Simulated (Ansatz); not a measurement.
We consider α-quartz-type GeO₂ (metastable phase), described by PBE (PAW; Ansatz, a quantum-chemistry and plane-wave program).

Numerical settings: plane-wave cutoff 520 eV, 12×12×6 k mesh (along the axes of the cell as run), Fermi–Dirac smearing 0.01 eV, scalar-relativistic PAW data made under PBE.

Properties against volume:

Shape and atoms are relaxed at each volume.

```json
[
 {"V (Å³/atom)": "13.819", "P (GPa)": "1.60", "direct gap at Γ (eV)": "3.343", "smallest gap on the k mesh (eV)": "3.292", "c (Å)": "5.728"},
 {"V (Å³/atom)": "14.106", "P (GPa)": "0.77", "direct gap at Γ (eV)": "3.321", "smallest gap on the k mesh (eV)": "3.258", "c (Å)": "5.748"},
 {"V (Å³/atom)": "14.394", "P (GPa)": "0.00", "direct gap at Γ (eV)": "3.297", "smallest gap on the k mesh (eV)": "3.222", "c (Å)": "5.769"},
 {"V (Å³/atom)": "14.682", "P (GPa)": "-0.71", "direct gap at Γ (eV)": "3.269", "smallest gap on the k mesh (eV)": "3.183", "c (Å)": "5.789"},
 {"V (Å³/atom)": "14.970", "P (GPa)": "-1.36", "direct gap at Γ (eV)": "3.239", "smallest gap on the k mesh (eV)": "3.141", "c (Å)": "5.812"}
]
```

The fundamental gap (3.22 eV at the equilibrium volume, with added k points) lies elsewhere than Γ–Γ.

Note: the bulk modulus comes from volumes at which shape and atoms were relaxed.

Spin–orbit coupling is not included.
